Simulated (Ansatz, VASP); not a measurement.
This is a calculation of PbS for Ansatz 0.2.0.

File input.yaml:

```yaml
crystal:
  lattice:
    - [3.653659, 0.0, 0.0]
    - [0.0, 3.653659, 0.0]
    - [0.0, 0.0, 3.653659]
  atoms:
    - { symbol: Pb, position: [0.0, 0.0, 0.0] }
    - { symbol: S, position: [0.5, 0.5, 0.5] }
kpoints:
  mp_grid: { grid: [7, 7, 7] }
scf:
  occupations: { method: gaussian, width: 0.1 }
hamiltonian:
  xc: pbe
  pseudopotentials: { kind: all_electron, lapw: { basis_error: 0.001 } }
output:
  forces: true
  stress: true
  eigenvalues: true
```

Potentials or basis: all-electron LAPW, scalar-relativistic.

Run with:

```sh
$ ansatz run input.yaml --threads 1 --pin off --max-ram 3072MiB --backend cpu --events-out ev --progress --plain --runs-dir out
```

Problem. Translate it to VASP 6.6.1. Potentials there: VASP PAW PBE potentials, release 64 (Pb_d, S).

Solution. As run (the cutoff follows the program's own potentials):

INCAR

```
SYSTEM = PbS
  PREC = Accurate
  ENCUT = 520
  EDIFF = 1E-6
  ISMEAR = 0
  SIGMA = 0.1
  LREAL = .False.
  LASPH = .True.
  NELM = 100
  ALGO = Normal
  ISIF = 2
  LWAVE = .False.
  LCHARG = .False.
  GGA = PE
  NBANDS = 17
```

The input KPOINTS:

```
regular mesh
0
Gamma
  7 7 7
  0 0 0
```

Contents of POSCAR:

```
PbS
1.0
    3.6536590000      0.0000000000      0.0000000000
    0.0000000000      3.6536590000      0.0000000000
    0.0000000000      0.0000000000      3.6536590000
Pb S
1 1
Direct
    0.0000000000      0.0000000000      0.0000000000
    0.5000000000      0.5000000000      0.5000000000
```

Potentials or basis: VASP PAW PBE potentials, release 64 (Pb_d, S).

The run is started by

```bash
$ cat potpaw_PBE.64/Pb_d/POTCAR potpaw_PBE.64/S/POTCAR > POTCAR
$ mpirun -np 1 vasp_std > vasp.out
```

Both were run:

|  | VASP | Ansatz | Ansatz less VASP |
| --- | --- | --- | --- |
| gap on the k mesh at the Fermi level (eV) | 0.12 | 0.12 | -0.001 |
| least direct gap on the mesh (eV) | 1.44 | 1.44 | +0.003 |
| pressure (GPa) | -0.1 | 0.0 | +0.09 |

Ansatz ran all-electron here, so the differences hold the error of VASP's frozen core and of both bases.

Caveats: spin-orbit coupling is left out, which as a rule narrows the gap of such compounds by several tenths of an eV (VASP); an odd mesh through Γ misses points on the zone boundary, where band edges often lie (VASP).
